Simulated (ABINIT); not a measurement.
Pd:

```xyz
1
Lattice="0.0000 1.9465 1.9465 1.9465 0.0000 1.9465 1.9465 1.9465 0.0000" Properties=species:S:1:pos:R:3 pbc="T T T"
Pd    0.0000    0.0000    0.0000
```

Base run:

```yaml
Program: ABINIT 10.8.3 (patched build)
Functional: PBE
Potentials_or_basis: SG15 NC PBE v1.2
Cutoff: 1116 eV
k_mesh: 12 × 12 × 12
Occupations: fermi-dirac, width 0.05 eV
Spin: no spin polarisation
```

Its results: band gap on the k mesh none (metal or under the smearing width); pressure 6.8 GPa.

The run is repeated on the same cell with these changes: potentials or basis from SG15 NC PBE v1.2 to SPMS NC PBE v1.0; cutoff from 1116 eV to 898 eV. What comes out?

Band gap on the k mesh none (metal or under the smearing width); pressure 7.8 GPa.
